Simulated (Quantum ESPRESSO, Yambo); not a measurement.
**A GW run on GaP (F-43m) in Yambo, with inputs changed**

A base run on GaP (F-43m), then changed inputs.

Program: Yambo 5.3.0. Level of theory: PBE and many-body steps on it, plane waves. Results are calculated unless marked as measured.

This is a report of a sequence of runs, with most program output left out.

### Step 1. Starting point

Symmetry: F-43m, No. 216, cubic system. The conventional cell has a = 5.450 Å, b = 5.450 Å, c = 5.450 Å, α = 90.00°, β = 90.00°, γ = 90.00°. Nearest to Ga lie 4 P at 2.36 Å. P has 4 Ga at 2.36 Å nearest. Farther neighbours are not listed.

Coordinates:

```
Ga P
1.0
     0.00000    2.72525    2.72525
     2.72525    0.00000    2.72525
     2.72525    2.72525    0.00000
Ga P
1 1
Direct
  0.00000 0.00000 0.00000
  0.25000 0.25000 0.25000
```

The cell and positions come from the Crystallography Open Database and are kept as given unless a step says otherwise.

### Step 2. Base

This step: Yambo 5.3.0; G0W0 on PBE, plane waves, norm-conserving pseudopotentials.

G0W0 replaces the xc potential by the self-energy, built once from these orbitals. Only a window of levels is corrected, while the sums run over the empty bands that the input names.

gw2.in

```
HF_and_locXC
gw0
dyson
ppa
em1d
rim_cut
RandQpts= 1000000
RandGvec= 1 RL
EXXRLvcs= 104 Ry
VXCRLvcs= 416 Ry
Chimod= "HARTREE"
% BndsRnXp
 1 | 207 |
%
NGsBlkXp= 17 Ry
% LongDrXp
 1 | 1 | 1 |
%
% GbndRnge
 1 | 207 |
%
DysSolver= "n"
ExtendOut
PPAPntXp= 27.21138 eV
% QPkrange
 1 | 1 | 12 | 15 |
 7 | 7 | 12 | 15 |
%
```

Run with:

```console
OMP_NUM_THREADS=1 mpirun -n 4 yambo -F gw2.in -J gw2 -C gw2 > gw2.log
```

Run time: 4.3 min. Hardware: 4 MPI ranks of Arm Neoverse V1, shared host; peak memory 1.9 GiB.

Numbers from this step:

```yaml
g0w0_gap_on_the_points_computed: 2.314 eV
starting_gap_on_the_mesh: 1.653 eV
k_of_the_valence_top: 0, 0, 0
k_of_the_conduction_bottom: 0, -0.5, -0.5
least_direct_g0w0_gap_on_the_computed_points: 2.681 eV
z_at_the_valence_top: 0.7842
z_at_the_conduction_bottom: 0.8088
```

The gap on the mesh goes from 1.65 eV to 2.31 eV, a correction of +0.66 eV.

### Step 3. Exchange cutoff

gw6.in, as its differences from gw2.in of step 2:

```diff
@@ -8,3 +8,3 @@
 RandGvec= 1 RL
-EXXRLvcs= 104 Ry
+EXXRLvcs= 26 Ry
 VXCRLvcs= 416 Ry
```

Run with:

```console
OMP_NUM_THREADS=1 mpirun -n 4 yambo -F gw6.in -J gw6,gw2_W -C gw6 > gw6.log
```

Elapsed: 1.9 min, on 4 MPI ranks; peak memory 1.8 GiB; 7.6 min of CPU time.

This step gave:

```
G0W0 gap on the points computed              : 2.300 eV
starting gap on the mesh                     : 1.653 eV
k of the valence top                         : 0, 0, 0
k of the conduction bottom                   : 0, -0.5, -0.5
least direct G0W0 gap on the computed points : 2.716 eV
Z at the valence top                         : 0.7842
Z at the conduction bottom                   : 0.8088
```

### Step 4. Damping of G

gw7.in, as its differences from gw6.in of step 3:

```diff
@@ -8,3 +8,3 @@
 RandGvec= 1 RL
-EXXRLvcs= 26 Ry
+EXXRLvcs= 104 Ry
 VXCRLvcs= 416 Ry
@@ -28 +28,2 @@
 %
+GDamping= 0.5 eV
```

Run with:

```console
OMP_NUM_THREADS=1 mpirun -n 4 yambo -F gw7.in -J gw7,gw2_W -C gw7 > gw7.log
```

Elapsed: 1.9 min, on 4 MPI ranks; peak memory 1.8 GiB; 7.7 min of CPU time.

This step gave:

- G0W0 gap on the points computed: 2.316 eV
- starting gap on the mesh: 1.653 eV
- k of the valence top: 0, 0, 0
- k of the conduction bottom: 0, -0.5, -0.5
- least direct G0W0 gap on the computed points: 2.683 eV

Against G0W0 in Yambo (4×4×4 mesh, 207 bands, screening to 231.3 eV, Godby-Needs plasmon pole), the gap moves by +0.002 eV.

### Step 5. Cutoff typed in the wrong unit

gw8.in, as its differences from gw7.in of step 4:

```diff
@@ -14,3 +14,3 @@
 %
-NGsBlkXp= 17 Ry
+NGsBlkXp= 17 mRy
 % LongDrXp
@@ -28,2 +28 @@
 %
-GDamping= 0.5 eV
```

Run with:

```console
OMP_NUM_THREADS=1 mpirun -n 4 yambo -F gw8.in -J gw8 -C gw8 > gw8.log
```

Wall time 84 s (4 MPI ranks); peak memory 1.9 GiB.

The run ended normally, though the input holds a fault or crude settings.

The fault put into this input: cutoff typed in the wrong unit. It printed a gap of 1.94 eV, an artefact of the input.

### Step 6. The runs together

Times are wall times on 4 MPI ranks of Arm Neoverse V1, shared host, good to a factor of about two.

```
            run   mesh  bands  screening cutoff (eV)  DFT gap (eV)  gap on the mesh (eV)  direct (eV)     time
           base  4×4×4    207                  231.3         1.653                 2.314        2.681  4.3 min
exchange cutoff  4×4×4    207                  231.3         1.653                 2.300        2.716  1.9 min
   damping of G  4×4×4    207                  231.3         1.653                 2.316        2.683  1.9 min
```

### Step 7. Results

* base: 2.314 eV
* exchange cutoff: 2.300 eV
* damping of G: 2.316 eV
* known limits: not at the basis limit; no spin-orbit coupling; coarse k mesh

Exchange cutoff: −0.014 eV against base (keys changed: EXXRLvcs). Damping of G: +0.002 eV against base (keys changed: GDamping). Bands and cutoff are finite, so the gap is not at the basis limit. The miss can reach some tenths of an eV and take either sign; the mesh is an error of its own. In the G0W0 runs levels were corrected at 2 k points alone, so a gap called «on the mesh» is the least over those, and an edge elsewhere would be missed. A denser mesh or path gives a starting gap of 1.59 eV: the GW mesh misses a band edge, so its gaps are not the fundamental one. The 4×4×4 mesh is coarse for this cell, which bears on the long-range parts of exchange and screening. The many-body steps are scalar-relativistic: spin-orbit coupling is not in them.

[Paths, hosts, dates, memory and timing lines, banners, echoed tables and standing remarks are left out of the program output.]

[Logs are printed without paths, hosts, clocks, repeated set-up lines and the standing remarks that a program may print on its own settings, such as how far it seeks lower states.]

[Runs of the session that timed out or met a known fault of the program may be left out.]

[Hosts, paths, dates, database ids (printed as entryN), source tags and the programs' standing remarks are cut or masked in the printed files.]
